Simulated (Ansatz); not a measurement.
# Ga: energy and pressure over a range of volumes

How stiff is Ga, and at what volume does the pressure vanish? The cell is scaled evenly, atoms carried along, and solved with LAPW, PAW and all-electron datasets made for the crystal.

Program: Ansatz 0.2.0. Level of theory: DFT PBE, scalar-relativistic. These are calculated values, not measurements.

### 1 The starting structure

The structure is orthorhombic, space group Cmcm (No. 63). Conventional cell: a = 2.900 Å, b = 8.130 Å, c = 3.170 Å, α = 90.00°, β = 90.00°, γ = 90.00°. Ga (site symmetry m2m) has 8 Ga at 2.68 to 2.90 Å as nearest neighbours.

Coordinates:

```xyz
2
Lattice="1.4500 -4.0650 0.0000 1.4500 4.0650 0.0000 0.0000 0.0000 3.1700" Properties=species:S:1:pos:R:3 pbc="T T T"
Ga    1.4500   -2.9837    0.7925
Ga    1.4500    2.9837    2.3775
```

Structure: COD 9012485, as refined from experiment and not relaxed.

Atoms are numbered in the order of the input: Ga1, Ga2.

### 2 Volume × 0.95, LAPW

Input file input.yaml:

```yaml
crystal:
  lattice:
    - [1.4254189801, -3.9960883822, 0.0]
    - [1.4254189801, 3.9960883822, 0.0]
    - [0.0, 0.0, 3.1162608048]
  atoms:
    - { symbol: Ga, position: [0.867, 0.133, 0.25] }
    - { symbol: Ga, position: [0.133, 0.867, 0.75] }
kpoints:
  mp_grid: { grid: [12, 12, 10] }
scf:
  occupations: { method: fermi_dirac, width: 0.08 }
hamiltonian:
  xc: pbe
  pseudopotentials: { kind: all_electron, lapw: { basis_error: 0.001 } }
output:
  forces: true
  stress: true
  eigenvalues: true
```

### 3 Volume × 0.95, PAW

input.yaml: that of step 2 with these lines changed.

```diff
@@ -14,3 +14,3 @@
   xc: pbe
-  pseudopotentials: { kind: all_electron, lapw: { basis_error: 0.001 } }
+  pseudopotentials: { kind: paw }
 output:
@@ -19 +19,2 @@
   eigenvalues: true
+  efg: { contact_densities: true }
```

### 4 Volume × 0.95, crystal datasets

input.yaml: that of step 3 with these lines changed.

```diff
@@ -14,3 +14,3 @@
   xc: pbe
-  pseudopotentials: { kind: paw }
+  pseudopotentials: { kind: all_electron, datasets: crystal }
 output:
```

### 5 Volume × 0.975, LAPW

Input file input.yaml:

```yaml
crystal:
  lattice:
    - [1.4378145499, -4.030838721, 0.0]
    - [1.4378145499, 4.030838721, 0.0]
    - [0.0, 0.0, 3.143360085]
  atoms:
    - { symbol: Ga, position: [0.867, 0.133, 0.25] }
    - { symbol: Ga, position: [0.133, 0.867, 0.75] }
kpoints:
  mp_grid: { grid: [12, 12, 10] }
scf:
  occupations: { method: fermi_dirac, width: 0.08 }
hamiltonian:
  xc: pbe
  pseudopotentials: { kind: all_electron, lapw: { basis_error: 0.001 } }
output:
  forces: true
  stress: true
  eigenvalues: true
```

### 6 Volume × 0.975, PAW

input.yaml: that of step 5 with these lines changed.

```diff
@@ -14,3 +14,3 @@
   xc: pbe
-  pseudopotentials: { kind: all_electron, lapw: { basis_error: 0.001 } }
+  pseudopotentials: { kind: paw }
 output:
@@ -19 +19,2 @@
   eigenvalues: true
+  efg: { contact_densities: true }
```

### 7 Volume × 1.025, LAPW

Input file input.yaml:

```yaml
crystal:
  lattice:
    - [1.4619840145, -4.0985965649, 0.0]
    - [1.4619840145, 4.0985965649, 0.0]
    - [0.0, 0.0, 3.1961995352]
  atoms:
    - { symbol: Ga, position: [0.867, 0.133, 0.25] }
    - { symbol: Ga, position: [0.133, 0.867, 0.75] }
kpoints:
  mp_grid: { grid: [12, 12, 10] }
scf:
  occupations: { method: fermi_dirac, width: 0.08 }
hamiltonian:
  xc: pbe
  pseudopotentials: { kind: all_electron, lapw: { basis_error: 0.001 } }
output:
  forces: true
  stress: true
  eigenvalues: true
```

### 8 Volume × 1.025, PAW

input.yaml: that of step 7 with these lines changed.

```diff
@@ -14,3 +14,3 @@
   xc: pbe
-  pseudopotentials: { kind: all_electron, lapw: { basis_error: 0.001 } }
+  pseudopotentials: { kind: paw }
 output:
@@ -19 +19,2 @@
   eigenvalues: true
+  efg: { contact_densities: true }
```

### 9 Volume × 1.05, LAPW

Input file input.yaml:

```yaml
crystal:
  lattice:
    - [1.4737747174, -4.1316511905, 0.0]
    - [1.4737747174, 4.1316511905, 0.0]
    - [0.0, 0.0, 3.2219764511]
  atoms:
    - { symbol: Ga, position: [0.867, 0.133, 0.25] }
    - { symbol: Ga, position: [0.133, 0.867, 0.75] }
kpoints:
  mp_grid: { grid: [12, 12, 10] }
scf:
  occupations: { method: fermi_dirac, width: 0.08 }
hamiltonian:
  xc: pbe
  pseudopotentials: { kind: all_electron, lapw: { basis_error: 0.001 } }
output:
  forces: true
  stress: true
  eigenvalues: true
```

### 10 Volume × 1.05, PAW

input.yaml: that of step 9 with these lines changed.

```diff
@@ -14,3 +14,3 @@
   xc: pbe
-  pseudopotentials: { kind: all_electron, lapw: { basis_error: 0.001 } }
+  pseudopotentials: { kind: paw }
 output:
@@ -19 +19,2 @@
   eigenvalues: true
+  efg: { contact_densities: true }
```

### 11 Volume × 1.05, crystal datasets

input.yaml: that of step 10 with these lines changed.

```diff
@@ -14,3 +14,3 @@
   xc: pbe
-  pseudopotentials: { kind: paw }
+  pseudopotentials: { kind: all_electron, datasets: crystal }
 output:
```

(Steps that only read results are left out.)

What does the calculation give? Wanted: equilibrium volume; bulk modulus (for each run or level that gives them).

The runs gave:

| quantity | value |
| --- | --- |
| equilibrium volume (LAPW) | 19.306 Å³/atom |
| bulk modulus (LAPW) | 47 GPa |
| its pressure derivative (LAPW) | 5.1 |
| equilibrium volume (PAW) | 19.297 Å³/atom |
| bulk modulus (PAW) | 47 GPa |
| its pressure derivative (PAW) | 5.1 |

In words: By LAPW, the pressure vanishes at 19.31 Å³/atom (+3.3 % from the starting cell) and the bulk modulus there is 47 GPa (Birch-Murnaghan, third order). Shape and positions are held, so a fully relaxed modulus can be lower. PAW's volume lies -0.04 % and its modulus less than 0.1 % from LAPW's. No thermal or zero-point expansion is included.
